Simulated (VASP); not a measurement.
ZrO2: band structure with r2SCAN

ZrO2:

```
Zr O
1.0
     0.00000    2.55857    2.55857
     2.55857    0.00000    2.55857
     2.55857    2.55857    0.00000
Zr O
1 2
Direct
  0.00000 0.00000 0.00000
  0.25000 0.25000 0.25000
  0.75000 0.75000 0.75000
```

The cell was built by a generator and needn't be a form met in nature.

- Program: VASP 6.6.1
- Task: band structure
- Functional: r2SCAN
- Potentials or basis: VASP PAW PBE potentials, release 64 (Zr_sv, O)
- Cutoff: 520 eV
- k mesh: 10 × 10 × 10
- Occupations: gaussian, width 0.02 eV
- Spin: no spin polarisation
- Further INCAR settings: ALGO = Normal; EDIFF = 1e-06; NBANDS = 19

The pressure is -3.7 GPa, the band gap on the k mesh is 3.82 eV, indirect (least direct gap 4.21 eV) and the band gap along the path is 3.82 eV, indirect (least direct gap 4.21 eV).

Levels at the corners of the path, in eV from the valence-band top:
```csv
point,band 8,band 9,band 10,band 11,band 12,band 13,band 14,band 15,band 16,band 17
Γ,-5.23,-5.23,-0.54,-0.54,-0.54,3.82,3.82,7.05,9.77,9.77
X,-3.20,-3.20,-1.50,-1.50,0.00,4.21,5.16,6.23,7.67,7.67
X,-3.20,-3.20,-1.50,-1.50,0.00,4.21,5.16,6.23,7.67,7.67
W,-4.65,-2.40,-2.40,-1.36,-0.21,4.83,5.01,6.69,6.69,7.81
W,-4.65,-2.40,-2.40,-1.36,-0.21,4.83,5.01,6.69,6.69,7.81
K,-3.63,-3.10,-2.19,-1.21,-0.34,4.43,5.16,6.57,7.10,7.94
K,-3.63,-3.10,-2.19,-1.21,-0.34,4.43,5.16,6.57,7.10,7.94
Γ,-5.23,-5.23,-0.54,-0.54,-0.54,3.82,3.82,7.05,9.77,9.77
Γ,-5.23,-5.23,-0.54,-0.54,-0.54,3.82,3.82,7.05,9.77,9.77
L,-4.19,-2.56,-2.48,-1.66,-1.66,4.42,4.42,6.47,8.87,8.87
L,-4.19,-2.56,-2.48,-1.66,-1.66,4.42,4.42,6.47,8.87,8.87
U,-3.63,-3.10,-2.19,-1.21,-0.34,4.43,5.16,6.57,7.10,7.94
U,-3.63,-3.10,-2.19,-1.21,-0.34,4.43,5.16,6.57,7.10,7.94
W,-4.65,-2.40,-2.40,-1.36,-0.21,4.83,5.01,6.69,6.69,7.81
W,-4.65,-2.40,-2.40,-1.36,-0.21,4.83,5.01,6.69,6.69,7.81
L,-4.19,-2.56,-2.48,-1.66,-1.66,4.42,4.42,6.47,8.87,8.87
L,-4.19,-2.56,-2.48,-1.66,-1.66,4.42,4.42,6.47,8.87,8.87
K,-3.63,-3.10,-2.19,-1.21,-0.34,4.43,5.16,6.57,7.10,7.94
U,-3.63,-3.10,-2.19,-1.21,-0.34,4.43,5.16,6.57,7.10,7.94
X,-3.20,-3.20,-1.50,-1.50,0.00,4.21,5.16,6.23,7.67,7.67
```

Run time: 2.4 min on 1 thread of Intel(R) Xeon(R) 6975P-C (Granite Rapids), on a shared host, peak memory 0.2 GiB.

Caveat: the PAW data sets were made with another functional, which shifts forces and pressure a little. r2SCAN opens gaps a little over a GGA but as a rule still falls short of measured ones.
